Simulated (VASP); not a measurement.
Here is a VASP 6.6.1 calculation.

Contents of INCAR:

```
SYSTEM = BeS
  PREC = Accurate
  ENCUT = 520
  EDIFF = 1E-6
  ISMEAR = 0
  SIGMA = 0.02
  LREAL = .FALSE.
  LASPH = .TRUE.
  NELM = 100
  ALGO = Normal
  ISIF = 2
  LWAVE = .FALSE.
  LCHARG = .FALSE.
  GGA = PE
  NBANDS = 11
```

KPOINTS

```
regular mesh
0
G
  8 8 8
  0 0 0
```

Contents of POSCAR:

```
BeS
1.0
    0.0000000000      2.4380594476      2.4380594476
    2.4380594476      0.0000000000      2.4380594476
    2.4380594476      2.4380594476      0.0000000000
Be S
1 1
Direct
    0.0000000000      0.0000000000      0.0000000000
    0.7500000000      0.7500000000      0.7500000000
```

Potentials or basis: VASP PAW PBE potentials, release 64 (Be, S).

Launch:

```bash
$ cat potpaw_PBE.64/Be/POTCAR potpaw_PBE.64/S/POTCAR > POTCAR
$ mpirun -np 1 vasp_std > vasp.out
```

**Question.** Estimate the pressure.

**Answer.** 0.0 GPa.

**Question.** Estimate the band gap on the k mesh.

**Answer.** 3.15 eV, indirect (least direct gap 5.68 eV).

A k mesh can miss the band edges.
